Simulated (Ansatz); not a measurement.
# Si: band gap under strain

How does strain move the band edges of Si (diamond), and do the functionals agree on it? States: -2.5 % biaxial strain in x and y, free along z; -3.0 % shear in the xy plane; +5.0 % biaxial strain in the (111) plane, free along [111].

Code: Ansatz 0.2.0. PAW datasets, plane waves. Calculated at 0 K for a non-magnetic cell.

## 1. The system as given

The unstrained cell was relaxed with r2SCAN; in each strained cell the atoms were relaxed again with r2SCAN. Names of k-points are those of the unstrained zone, where strain can split equivalent points. First state: -2.5 % biaxial strain in x and y, free along z.

Space group I4_1/amd (No. 141), tetragonal; conventional cell a = 3.753 Å, c = 5.543 Å, 19.52 Å³ an atom. Si has 4 Si at 2.33 Å.

As a file:

Space group I4_1/amd:1 (No. 141). a = 3.753 Å, b = 3.753 Å, c = 5.543 Å, α = 90.00°, β = 90.00°, γ = 90.00°
```
atom  site  symmetry       x       y       z
  Si    4a      -4m2  0.0000  0.0000  0.0000
```

From earlier runs on the unstrained cell: PBE 0.58 eV, r2SCAN 0.77 eV, HSE06 1.14 eV, G0W0 1.18 eV (on its mesh); a = 5.444 Å.

## 2. -2.5 % biaxial strain in x and y, free along z: PBE

input.yaml reads:

```yaml
crystal:
  lattice:
    - [0.0, 2.6540659233, 2.7713727608]
    - [2.6540659233, 0.0, 2.7713727608]
    - [2.6540659233, 2.6540659233, 0.0]
  atoms:
    - { symbol: Si, position: [0.0, 0.0, 0.0] }
    - { symbol: Si, position: [0.25, 0.25, 0.25] }
kpoints:
  mp_grid: { grid: [8, 8, 8] }
  band_path:
    path:
      - [0.0, 0.0, 0.0]
      - [0.5, 0.0, 0.5]
      - [0.625, 0.25, 0.625]
      - [0.375, 0.375, 0.75]
      - [0.5, 0.5, 0.5]
      - [0.5, 0.25, 0.75]
      - [0.0, 0.421875, 0.421875]
    npoints: 1
hamiltonian:
  xc: pbe
scf:
  occupations: { method: fermi_dirac, width: 0.02 }
  n_extra_bands: 4
output:
  forces: true
  stress: true
  eigenvalues: true
  write_density: true
  write_potential: true
  elf: true
  volumetric_format: npy
```

Started as:

```console
$ ansatz run input.yaml --threads 4 --pin off --max-ram 4608MiB --backend cpu --events-out ev --progress --plain --runs-dir out
```

After this run come: -2.5 % biaxial strain in x and y, free along z: r2SCAN; -2.5 % biaxial strain in x and y, free along z: HSE06; -3.0 % shear in the xy plane: PBE; -3.0 % shear in the xy plane: r2SCAN; -3.0 % shear in the xy plane: HSE06; -3.0 % shear in the xy plane: G0W0@PBE; +5.0 % biaxial strain in the (111) plane, free along [111]: PBE; +5.0 % biaxial strain in the (111) plane, free along [111]: r2SCAN; +5.0 % biaxial strain in the (111) plane, free along [111]: HSE06; +5.0 % biaxial strain in the (111) plane, free along [111]: G0W0@PBE.

What does the calculation give?

The runs gave:

Least gap in eV (negative: overlap), with the change from the unstrained cell in brackets. G0W0 is on its own coarse mesh.

| state | volume change (%) | PBE | r2SCAN | HSE06 | G0W0 |
| --- | --- | --- | --- | --- | --- |
| -2.5 % biaxial strain in x and y, free along z | -3.2 | 0.29 (-0.29) | 0.46 (-0.31) | 0.84 (-0.30) | – |
| -3.0 % shear in the xy plane | -0.0 | 0.37 (-0.21) | 0.54 (-0.23) | 0.92 (-0.22) | 0.82 (-0.36) |
| +5.0 % biaxial strain in the (111) plane, free along [111] | +8.3 | 0.31 (-0.27) | 0.46 (-0.31) | 0.85 (-0.29) | 0.73 (-0.45) |

The largest move of the HSE06 gap in the table is -0.308 eV, under -2.5 % biaxial strain in x and y, free along z. PBE and HSE06 differ by 0.56 eV on the unstrained gap, and by at most 0.02 eV on its change: the two disagree on the size of the gap but agree on its response to strain. No extrapolation in bands, cutoff or mesh was made for G0W0.
